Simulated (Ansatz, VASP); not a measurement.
# Two plane-wave programs on BN

Contents of INCAR:

```
SYSTEM = BN
  PREC = Accurate
  ENCUT = 600
  EDIFF = 1E-6
  ISMEAR = -1
  SIGMA = 0.1
  LREAL = .FALSE.
  LASPH = .TRUE.
  NELM = 60
  ALGO = Normal
  ISIF = 3
  LWAVE = .FALSE.
  LCHARG = .FALSE.
  GGA = PS
  IBRION = 2
  NSW = 60
  EDIFFG = -0.005
```

Contents of KPOINTS:

```
regular mesh
0
G
  15 15 15
  0 0 0
```

The input POSCAR:

```
BN
1.0
    0.0000000000      2.1544346900      2.1544346900
    2.1544346900      0.0000000000      2.1544346900
    2.1544346900      2.1544346900      0.0000000000
B N
1 1
Direct
    0.0000000000      0.0000000000      0.0000000000
    0.5000000000      0.5000000000      0.5000000000
```

Input for Ansatz:

```yaml
crystal:
  lattice:
    - [0.0, 2.15443469, 2.15443469]
    - [2.15443469, 0.0, 2.15443469]
    - [2.15443469, 2.15443469, 0.0]
  atoms:
    - { symbol: B, position: [0.0, 0.0, 0.0] }
    - { symbol: "N", position: [0.5, 0.5, 0.5] }
kpoints:
  mp_grid: { grid: [15, 15, 15] }
scf:
  occupations: { method: fermi_dirac, width: 0.1 }
hamiltonian:
  xc: pbesol
  pseudopotentials: { kind: paw }
output:
  forces: true
  stress: true
relax:
  f_tol: 0.005
  max_steps: 40
  cell: {}
```

Alike in both runs: task relaxation of cell and atoms; functional PBEsol; k mesh 15 × 15 × 15; occupations fermi-dirac, width 0.1 eV; no spin polarisation.

```csv
,VASP,Ansatz
version,VASP 6.6.1,Ansatz 0.2.0
potentials or method,"VASP PAW PBE potentials, release 64 (B, N)","PAW with Ansatz's default frozen-core files, scalar-relativistic"
plane-wave cutoff (eV),600,420
valence electrons in the cell,8,8
```

```csv
,VASP,Ansatz,Ansatz less VASP
relaxed volume (Å³/atom),5.29,5.28,-0.009
relaxed cell length with the largest relative difference (Å),2.464,2.463,-0.0014
energy change over the relaxation (meV/atom),-1708,-1705,+2.8
```

Caveats: the volume moved by over 15 % at a fixed basis, so the end points are rough (VASP); the PAW data sets were made with another functional, which shifts forces and pressure a little (VASP). A k mesh can miss the band edges.
